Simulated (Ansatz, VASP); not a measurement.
# Two plane-wave programs on Mg

File POSCAR:

```
Mg
1.0
    3.1720232863      0.0000000000      0.0000000000
   -1.5860116431      2.7470527473      0.0000000000
    0.0000000000      0.0000000000      5.1412049000
Mg
2
Direct
    0.3333333300      0.6666666700      0.2500000000
    0.6666666700      0.3333333300      0.7500000000
```

INCAR.step1

```
PREC = Accurate
ENCUT = 520
ISMEAR = 0
SIGMA = 0.1
LREAL = False
LASPH = True
NELM = 100
NBANDS = 9
GGA = PE
ALGO = Normal
EDIFF = 1E-4
LWAVE = True
LCHARG = False
```

File INCAR.step2:

```
PREC = Accurate
ENCUT = 520
EDIFF = 1E-6
ISMEAR = 0
SIGMA = 0.1
LREAL = False
LASPH = True
NELM = 100
ALGO = Normal
ISIF = 2
LWAVE = False
LCHARG = False
METAGGA = R2SCAN
LMIXTAU = True
NBANDS = 9
ISTART = 1
```

KPOINTS

```
regular mesh
0
Gamma
  6 6 4
```

Input for Ansatz:

```yaml
crystal:
  lattice:
    - [3.1720232863, 0.0, 0.0]
    - [-1.5860116431, 2.7470527473, 0.0]
    - [0.0, 0.0, 5.1412049]
  atoms:
    - { symbol: Mg, position: [0.33333333, 0.66666667, 0.25] }
    - { symbol: Mg, position: [0.66666667, 0.33333333, 0.75] }
basis:
  ecutwfc: 500
kpoints:
  mp_grid: { grid: [6, 6, 4] }
hamiltonian:
  xc: r2scan
scf:
  occupations: { method: gaussian, width: 0.1 }
output:
  forces: true
  stress: true
  eigenvalues: true
```

Alike in both runs: task single point; functional r2SCAN; k mesh 6 × 6 × 4; occupations gaussian, width 0.1 eV; no spin polarisation.

|  | VASP | Ansatz |
| --- | --- | --- |
| version | VASP 6.6.1 | Ansatz 0.2.0 |
| potentials or method | VASP PAW PBE potentials, release 64 (Mg) | scalar-relativistic, plane waves, PAW |
| plane-wave cutoff (eV) | 520 | 500 |
| valence electrons in the cell | 4 | 20 |

|  | VASP | Ansatz | Ansatz less VASP |
| --- | --- | --- | --- |
| gap on the k mesh at the Fermi level (eV) | none | none | - |
| pressure (GPa) | 0.2 | 0.4 | +0.28 |
| largest component of the traceless stress (GPa) | 0.69 | 0.71 | +0.014 |

A gap of «none» marks a metal or a gap that the smearing closes. With one functional, cell and mesh, what is left measures potentials, basis and numerics. The two sets of potentials don't hold the same shells in valence.

Caveats: the k mesh is coarse (spacing up to 0.38 Å⁻¹), so the values aren't converged; the PAW data sets were made with another functional, which shifts forces and pressure a little (VASP).
